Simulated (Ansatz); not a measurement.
Crystal: N.

```
CELL_PARAMETERS angstrom
5.56052 0.00000 0.00000
0.00000 5.56052 0.00000
0.00000 0.00000 5.56052
ATOMIC_POSITIONS crystal
N 0.05740 0.44260 0.55740
N 0.44260 0.55740 0.05740
N 0.55740 0.05740 0.44260
N 0.94260 0.94260 0.94260
N 0.94260 0.55740 0.44260
N 0.55740 0.44260 0.94260
N 0.44260 0.94260 0.55740
N 0.05740 0.05740 0.05740
```

Program: Ansatz 0.2.0. Alike in all runs: potentials or basis Ansatz PAW; no spin polarisation; cell as given.

**Question.** Order these runs on this cell by their band gap on the k mesh, lowest first.
A. level HSE06; k mesh 4 × 4 × 4; cutoff (eV) 420; smearing fixed; level hse06; run kind scf
B. level PBE; k mesh 5 × 5 × 5; cutoff (eV) 420; smearing fermi-dirac 0.05 eV
C. level LDA; k mesh 6 × 6 × 6; cutoff (eV) 420; smearing fixed; level lda; run kind scf
D. level PBE0; k mesh 4 × 4 × 4; cutoff (eV) 420; smearing fixed; level pbe0; run kind scf
E. level r2SCAN; k mesh 6 × 6 × 6; cutoff (eV) 500; smearing fixed; level r2scan; run kind scf

**Answer.** C (7.10 eV), B (7.28 eV), E (7.94 eV), A (9.58 eV), D (10.38 eV).

Caveats: forces of over 1 eV/Å show positions far from the minimum, so gaps and moduli don't describe the material at rest (some runs); odd divisions of the mesh miss points on the zone boundary, where band edges often lie, so the gap on the mesh can be too wide (some runs).

A k mesh can miss the band edges.

Not every run made on this cell is shown here.
